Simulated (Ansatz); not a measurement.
Method: DFT PBE+D3(BJ), scalar-relativistic, plane waves, PAW (Ansatz 0.2.0). All cells share a 420 eV cutoff and Γ-centred k meshes spaced at most about 0.3 Å⁻¹ (2π included). No spin polarisation.

All energies are static (0 K, no zero-point motion).

Compare these two cells of Ga2O3, each relaxed at this level.

A.

```
CELL_PARAMETERS angstrom
2.51606 1.45265 4.51029
-2.51606 1.45265 4.51029
0.00000 -2.90530 4.51029
ATOMIC_POSITIONS crystal
Ga 0.85589 0.85589 0.85589
Ga 0.64411 0.64411 0.64411
Ga 0.14411 0.14411 0.14411
Ga 0.35589 0.35589 0.35589
O 0.05318 0.44682 0.75000
O 0.75000 0.05318 0.44682
O 0.44682 0.75000 0.05318
O 0.94682 0.55318 0.25000
O 0.25000 0.94682 0.55318
O 0.55318 0.25000 0.94682
```

B.

```
CELL_PARAMETERS angstrom
3.01609 0.00000 0.00000
-1.50805 2.61201 0.00000
0.00000 0.00000 6.80412
ATOMIC_POSITIONS crystal
Ga 0.33333 0.66667 0.79330
Ga 0.66667 0.33333 0.20670
O 0.66667 0.33333 0.68570
O 0.00000 0.00000 0.00000
O 0.33333 0.66667 0.31430
```

Question: Which is lower in energy, and by how much?

Answer: A is lower, by 143 meV/atom. A has the corundum type, space group R-3c (No. 167), 9.9 Å³/atom and a gap of 2.57 eV on its mesh; B has space group P-3m1 (No. 164), 10.7 Å³/atom and a gap of 2.21 eV. Counting O atoms around Ga (those within 1.25 times the shortest such distance or 1.15 times the sum of covalent radii; a plus sign parts nearer from farther groups), A has Ga 6 and B has Ga 3+3. In A, Ga is surrounded by 3 O at 1.94 Å and 3 O at 2.09 Å; around O lie 2 Ga at 1.94 Å and 2 Ga at 2.09 Å. In B, Ga is surrounded by 3 O at 1.89 Å and 3 O at 2.24 Å; O on a site of symmetry 3m is surrounded by 3 Ga at 1.89 Å; O on a site of symmetry -3m has 6 Ga at 2.24 Å. Origin: A, reached from a cell as deposited in COD; B, invented.

Kohn–Sham gaps at this level usually fall short of measured ones. Cells relaxed within their symmetry can be saddle points.
